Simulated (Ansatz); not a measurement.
# Zr: band structure with r2SCAN

Crystal: Zr.

```
CELL_PARAMETERS angstrom
3.23200 0.00000 0.00000
-1.61600 2.79899 0.00000
0.00000 0.00000 5.14700
ATOMIC_POSITIONS crystal
Zr 0.33465 0.67413 0.25390
Zr 0.66535 0.32587 0.74610
```

The cell isn't the ideal one: atom 2 moved 0.06 Å.

* Program: Ansatz 0.2.0
* Task: band structure
* Functional: r2SCAN
* Potentials or basis: Ansatz PAW
* Cutoff: 500 eV (not typed: the program's choice for these potentials)
* k mesh: 7 × 7 × 4
* Occupations: fermi-dirac, width 0.05 eV
* Spin: spin-orbit coupling, no magnetisation
* Path: [["G", "M", "K", "G", "A", "L", "H", "A"], ["L", "M"], ["K", "H"]]
* Points for each segment of the path: 14

```json
{"Pressure": "1.1 GPa", "Largest force": "0.134 eV/Å", "Band gap on the k mesh": "none (metal or under the smearing width)"}
```

Forces in eV/Å, atoms in the order of the input:
```
Zr   0.009 -0.016 -0.133
Zr  -0.009  0.016  0.133
```

Stress tensor (GPa, compression positive):
```
0.54 0.21 0.00
0.21 1.75 0.00
0.00 0.00 0.98
```

Levels at the corners of the path, in eV from the Fermi level:
| point | band 22 | band 23 | band 24 | band 25 | band 26 | band 27 |
| --- | --- | --- | --- | --- | --- | --- |
| Γ | 0.82 | 0.87 | 0.87 | 0.94 | 0.94 | 1.12 |
| M | -2.36 | -0.45 | -0.45 | 0.59 | 0.59 | 0.79 |
| K | -1.55 | -1.34 | -1.34 | 0.18 | 0.18 | 0.31 |
| Γ | 0.82 | 0.87 | 0.87 | 0.94 | 0.94 | 1.12 |
| A | -0.23 | 0.10 | 0.10 | 0.74 | 0.74 | 0.77 |
| L | -1.26 | -1.12 | -1.12 | 1.48 | 1.48 | 1.51 |
| H | -1.53 | -1.40 | -1.40 | -0.25 | -0.25 | -0.19 |
| A | -0.23 | 0.10 | 0.10 | 0.74 | 0.74 | 0.77 |
| L | -1.26 | -1.12 | -1.12 | 1.48 | 1.48 | 1.51 |
| M | -2.36 | -0.45 | -0.45 | 0.59 | 0.59 | 0.79 |
| K | -1.55 | -1.34 | -1.34 | 0.18 | 0.18 | 0.31 |
| H | -1.53 | -1.40 | -1.40 | -0.25 | -0.25 | -0.19 |

Run time: 47 s on 2 threads of Arm Neoverse V2 (shared host), peak memory 0.68 GiB.

Caveat: the PAW data sets come from PBE, with cores solved anew for the run's functional, which leaves a small shift of forces and pressure.
